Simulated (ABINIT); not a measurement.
# MgO (Fm-3m) in ABINIT: a series of runs, part 2 of 2

ABINIT 10.8.3 (patched build). The steps go on from the part before.

## Step 3: Equation of state, PBE

The input, run.abi:

```
# Datasets: one volume each
ndtset 7
getwfk -1
scalecart1 3*0.9795861087
scalecart2 3*0.9864848297
scalecart3 3*0.9932883884
scalecart4 3*1.0000000000
scalecart5 3*1.0066227096
scalecart6 3*1.0131594038
scalecart7 3*1.0196128224

# Pseudopotentials
pp_dirpath "./"
pseudos "Mg_ONCV_PBE-1.2.upf, O_ONCV_PBE-1.2.upf"

# Structure
acell 5.6041865537 5.6041865537 5.6041865537
rprim
     0.0000000000     0.7071067812     0.7071067812
     0.7071067812     0.0000000000     0.7071067812
     0.7071067812     0.7071067812     0.0000000000
ntypat 2
znucl 12 8
natom 2
typat 1 2
xred
     0.0000000000     0.0000000000     0.0000000000
     0.5000000000     0.5000000000     0.5000000000

# Plane-wave basis
ecut 42.0

# k points
kptopt 1
ngkpt 11 11 11
nshiftk 1
shiftk 0.0 0.0 0.0

# Exchange and correlation
ixc 11

# Bands and occupations
nband 12
occopt 3
tsmear 0.00183747

# SCF cycle
nstep 100
tolvrs 1.0e-10

# Output
iomode 3
prtwf 1
prtden 0
prteig 0
prtebands 0
enunit 1
```

Potentials or basis: SG15 NC PBE v1.2.

Started as:

```console
> abinit run.abi > log 2>&1
```

run.abo:

```text
.Version 10.8.3 of ABINIT
 DATASET    1 : space group Fm -3 m (#225); Bravais cF (face-center cubic)
================================================================================
 Values of the parameters that define the memory need for DATASET  1.
     intxc =       0    ionmov =       0      iscf =       7    lmnmax =       4
     lnmax =       4     mgfft =      36  mpssoang =       2    mqgrid =    3001
     natom =       2  nloc_mem =       1    nspden =       1   nspinor =       1
    nsppol =       1      nsym =      48    n1xccc =       0    ntypat =       2
    occopt =       3   xclevel =       2
       mpw =        1544          nfft =       46656          nkpt =          56
================================================================================
================================================================================
[... 61 lines left out ...]
 DATASET    7 : space group Fm -3 m (#225); Bravais cF (face-center cubic)
================================================================================
 Values of the parameters that define the memory need for DATASET  7.
     intxc =       0    ionmov =       0      iscf =       7    lmnmax =       4
     lnmax =       4     mgfft =      36  mpssoang =       2    mqgrid =    3001
     natom =       2  nloc_mem =       1    nspden =       1   nspinor =       1
    nsppol =       1      nsym =      48    n1xccc =       0    ntypat =       2
    occopt =       3   xclevel =       2
       mpw =        1738          nfft =       46656          nkpt =          56
================================================================================
================================================================================

--------------------------------------------------------------------------------
------------- Echo of variables that govern the present computation ------------
--------------------------------------------------------------------------------
 -outvars: echo values of preprocessed input variables --------
            acell      5.6041865537E+00  5.6041865537E+00  5.6041865537E+00 Bohr
              amu      2.43050000E+01  1.59994000E+01
             ecut      4.20000000E+01 Hartree
           enunit           1
           getwfk          -1
                       outvar_i_n : Printing only first  50 k-points.
              ixc          11
           jdtset        1    2    3    4    5    6    7
                       outvar_i_n : Printing only first  50 k-points.
         kptrlatt       11    0    0      0   11    0      0    0   11
          kptrlen1     6.03876163E+01
          kptrlen2     6.08128952E+01
          kptrlen3     6.12323077E+01
          kptrlen4     6.16460521E+01
          kptrlen5     6.20543160E+01
          kptrlen6     6.24572774E+01
          kptrlen7     6.28551052E+01
            natom           2
            nband          12
           ndtset           7
            ngfft          36      36      36
             nkpt          56
            nstep         100
             nsym          48
           ntypat           2
                       prtocc : prtvol=0, do not print more k-points.
           occopt           3
           prtden           0
        prtebands           0
           prteig           0
            rprim1     0.0000000000E+00  6.9267198023E-01  6.9267198023E-01
                       6.9267198023E-01  0.0000000000E+00  6.9267198023E-01
                       6.9267198023E-01  6.9267198023E-01  0.0000000000E+00
[... 30 lines left out ...]
                       2.0970013913E+00  2.0970013913E+00  2.0970013913E+00
           xangst5     0.0000000000E+00  0.0000000000E+00  0.0000000000E+00
                       2.1108892226E+00  2.1108892226E+00  2.1108892226E+00
           xangst6     0.0000000000E+00  0.0000000000E+00  0.0000000000E+00
                       2.1245966794E+00  2.1245966794E+00  2.1245966794E+00
           xangst7     0.0000000000E+00  0.0000000000E+00  0.0000000000E+00
                       2.1381295072E+00  2.1381295072E+00  2.1381295072E+00
            xcart1     0.0000000000E+00  0.0000000000E+00  0.0000000000E+00
                       3.8818629977E+00  3.8818629977E+00  3.8818629977E+00
            xcart2     0.0000000000E+00  0.0000000000E+00  0.0000000000E+00
                       3.9092009617E+00  3.9092009617E+00  3.9092009617E+00
            xcart3     0.0000000000E+00  0.0000000000E+00  0.0000000000E+00
                       3.9361618206E+00  3.9361618206E+00  3.9361618206E+00
            xcart4     0.0000000000E+00  0.0000000000E+00  0.0000000000E+00
                       3.9627583152E+00  3.9627583152E+00  3.9627583152E+00
            xcart5     0.0000000000E+00  0.0000000000E+00  0.0000000000E+00
                       3.9890025128E+00  3.9890025128E+00  3.9890025128E+00
            xcart6     0.0000000000E+00  0.0000000000E+00  0.0000000000E+00
                       4.0149058521E+00  4.0149058521E+00  4.0149058521E+00
            xcart7     0.0000000000E+00  0.0000000000E+00  0.0000000000E+00
                       4.0404791903E+00  4.0404791903E+00  4.0404791903E+00
             xred      0.0000000000E+00  0.0000000000E+00  0.0000000000E+00
                       5.0000000000E-01  5.0000000000E-01  5.0000000000E-01
            znucl       12.00000    8.00000

================================================================================

 chkinp: Checking input parameters for consistency, jdtset=   1.

 chkinp: Checking input parameters for consistency, jdtset=   2.
[... 36 lines left out ...]
 getcut : COMMENT -
  Note that boxcut > 2.2 ; recall that boxcut=Gcut(box)/Gcut(sphere) = 2
  is sufficient for exact treatment of convolution.
  Such a large boxcut is a waste : you could raise ecut
  e.g. ecut=   53.052317 Hartrees makes boxcut=2

--- Pseudopotential description ------------------------------------------------
- pspini: atom type   1  psp file is ./Mg_ONCV_PBE-1.2.upf
12 -101130 1 -1 602                           pspcod,pspxc,lmax,lloc,mmax
     nproj     2     2

- pspini: atom type   2  psp file is ./O_ONCV_PBE-1.2.upf
12 -101130 1 -1 602                           pspcod,pspxc,lmax,lloc,mmax
     nproj     2     2

   2.31854395E+02                                ecore*ucvol(ha*bohr**3)
--------------------------------------------------------------------------------

================================================================================

--- !BeginCycle
iteration_state: {dtset: 1, }
solver: {iscf: 7, nstep: 100, nline: 4, wfoptalg: 0, }
tolerances: {tolvrs: 1.00E-10, }
...
[... 1024 lines left out ...]
-Cartesian components of stress tensor (GPa)         [Pressure= -2.4676E+00 GPa]
- sigma(1 1)=  2.46764042E+00  sigma(3 2)=  0.00000000E+00
- sigma(2 2)=  2.46764042E+00  sigma(3 1)=  0.00000000E+00
- sigma(3 3)=  2.46764042E+00  sigma(2 1)=  0.00000000E+00

== END DATASET(S) ==============================================================
================================================================================

 -outvars: echo values of variables after computation  --------
            acell      5.6041865537E+00  5.6041865537E+00  5.6041865537E+00 Bohr
           etotal1    -7.0422944525E+01
           etotal2    -7.0424427367E+01
           etotal3    -7.0425535723E+01
           etotal4    -7.0426306483E+01
           etotal5    -7.0426771681E+01
           etotal6    -7.0426959295E+01
           etotal7    -7.0426895409E+01
            fcart1    -0.0000000000E+00 -0.0000000000E+00 -0.0000000000E+00
                      -0.0000000000E+00 -0.0000000000E+00 -0.0000000000E+00
            fcart2    -0.0000000000E+00 -0.0000000000E+00 -0.0000000000E+00
                      -0.0000000000E+00 -0.0000000000E+00 -0.0000000000E+00
            fcart3    -0.0000000000E+00 -0.0000000000E+00 -0.0000000000E+00
                      -0.0000000000E+00 -0.0000000000E+00 -0.0000000000E+00
            fcart4    -0.0000000000E+00 -0.0000000000E+00 -0.0000000000E+00
                      -0.0000000000E+00 -0.0000000000E+00 -0.0000000000E+00
            fcart5    -0.0000000000E+00 -0.0000000000E+00 -0.0000000000E+00
                      -0.0000000000E+00 -0.0000000000E+00 -0.0000000000E+00
[... 38 lines left out ...]
                       0.0000000000E+00  0.0000000000E+00  0.0000000000E+00
           xangst1     0.0000000000E+00  0.0000000000E+00  0.0000000000E+00
                       2.0541934329E+00  2.0541934329E+00  2.0541934329E+00
           xangst2     0.0000000000E+00  0.0000000000E+00  0.0000000000E+00
                       2.0686600604E+00  2.0686600604E+00  2.0686600604E+00
           xangst3     0.0000000000E+00  0.0000000000E+00  0.0000000000E+00
                       2.0829271325E+00  2.0829271325E+00  2.0829271325E+00
           xangst4     0.0000000000E+00  0.0000000000E+00  0.0000000000E+00
                       2.0970013913E+00  2.0970013913E+00  2.0970013913E+00
           xangst5     0.0000000000E+00  0.0000000000E+00  0.0000000000E+00
                       2.1108892226E+00  2.1108892226E+00  2.1108892226E+00
           xangst6     0.0000000000E+00  0.0000000000E+00  0.0000000000E+00
                       2.1245966794E+00  2.1245966794E+00  2.1245966794E+00
           xangst7     0.0000000000E+00  0.0000000000E+00  0.0000000000E+00
                       2.1381295072E+00  2.1381295072E+00  2.1381295072E+00
             xred      0.0000000000E+00  0.0000000000E+00  0.0000000000E+00
                       5.0000000000E-01  5.0000000000E-01  5.0000000000E-01
 Calculation completed.
```

It took 6 min on 1 thread of AMD EPYC, shared host; peak memory 0.11 GiB.

Results:

```
Equilibrium volume                      : 9.63 Å³/atom
Bulk modulus                            : 152 GPa
Pressure derivative of the bulk modulus : 4.1
```

Energy against volume, from the lowest point:
```csv
volume (Å³/atom),energy (meV/atom)
8.668,54.62
8.853,34.45
9.037,19.37
9.221,8.88
9.406,2.55
9.590,0.00
9.775,0.87
```

Caveat: pressures at fixed basis lie under the slope of the energies.

## Step 4: Equation of state, PBE

Edit run.abi of step 3 so:

```diff
@@ -13,3 +13,3 @@
 pp_dirpath "./"
-pseudos "Mg_ONCV_PBE-1.2.upf, O_ONCV_PBE-1.2.upf"
+pseudos "Mg.upf, O.upf"
 
@@ -30,3 +30,3 @@
 # Plane-wave basis
-ecut 42.0
+ecut 46.0
```

Potentials or basis: Ansatz NC PBE.

Started as:

```console
> abinit run.abi > log 2>&1
```

Wall time 6.6 min (1 thread of AMD EPYC, shared host); peak memory 0.12 GiB.

Results (log left out):

```yaml
Equilibrium_volume: 9.63 Å³/atom
Bulk_modulus: 149 GPa
Pressure_derivative_of_the_bulk_modulus: 4.1
```

Energy against volume, from the lowest point:
| volume (Å³/atom) | energy (meV/atom) |
| --- | --- |
| 8.668 | 53.35 |
| 8.853 | 33.60 |
| 9.037 | 18.85 |
| 9.221 | 8.61 |
| 9.406 | 2.45 |
| 9.590 | 0.00 |
| 9.775 | 0.91 |

Caveat: pressures at fixed basis lie under the slope of the energies.

## Step 5: Overview

```tsv
potentials or basis	cutoff (eV)	V0 of scaled cells (Å³/atom)	B0 (GPa)
PseudoDojo NC SR PBE v0.5 stringent	1252	9.62	149
SG15 NC PBE v1.2	1143	9.63	152
Ansatz NC PBE	1252	9.63	149
```

Alike in all rows: task equation of state; level PBE; no spin polarisation; cell as given; k mesh 11 × 11 × 11; smearing fermi-dirac 0.05 eV.

Caveats: pressures at fixed basis lie under the slope of the energies.

Total energies depend on the potentials used, so only differences within one code and one set of settings carry meaning.
